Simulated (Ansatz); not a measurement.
## Ti, simple cubic: geometry optimisation

These are results of DFT, PBE, plane waves (420 eV) with PAW, scalar-relativistic (Ansatz 0.2.0), not measurements.

k-point mesh 12×12×12, Fermi-Dirac smearing 0.05 eV, starting moments 1.00 μB. Cell and atoms relax.

Starting structure:

```
Ti
1.0
     2.67171    0.00000    0.00000
     0.00000    2.67171    0.00000
     0.00000    0.00000    2.67171
Ti
1
Cartesian
  0.0000 0.0000 0.0000
```

Q: What cell does the relaxation end in?

A: Pm-3m (spin ignored) with a = 2.645 Å; 18.51 Å³ per atom against 19.07 at the start (-3.0 %).

Q: How much energy does the relaxation gain?

A: 4.0 meV per atom.

Q: Which magnetic state does it end in?

A: ferromagnetic, net 0.39 μB per atom; moments 0.29 μB.
